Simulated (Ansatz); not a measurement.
Crystal: AlNi3.

```
Ni Al
1.0
     0.00000    2.80189    2.80189
     2.80189    0.00000    2.80189
     2.80189    2.80189    0.00000
Ni Al
3 1
Direct
  0.75000 0.75000 0.75000
  0.00000 0.00000 0.00000
  0.25000 0.25000 0.25000
  0.50000 0.50000 0.50000
```

The cell comes from a database or a generator and needn't be the stable form of this composition.

Program: Ansatz 0.2.0. Alike in all runs: task band structure; spin collinear, ferromagnetic start; cell as given; k mesh 8 × 8 × 8; cutoff (eV) 305; smearing fermi-dirac 0.05 eV; basis error allowed 0.002 eV/atom.

Task: Order these runs on this cell by their pressure, lowest first.
A. level PBEsol; potentials or basis all-electron LAPW, non-relativistic
B. level LDA; potentials or basis all-electron LAPW, scalar-relativistic
C. level PBEsol; potentials or basis all-electron LAPW, scalar-relativistic

Result: B (-7.4 GPa), C (-0.8 GPa), A (2.4 GPa).

Not every run made on this cell is shown here.
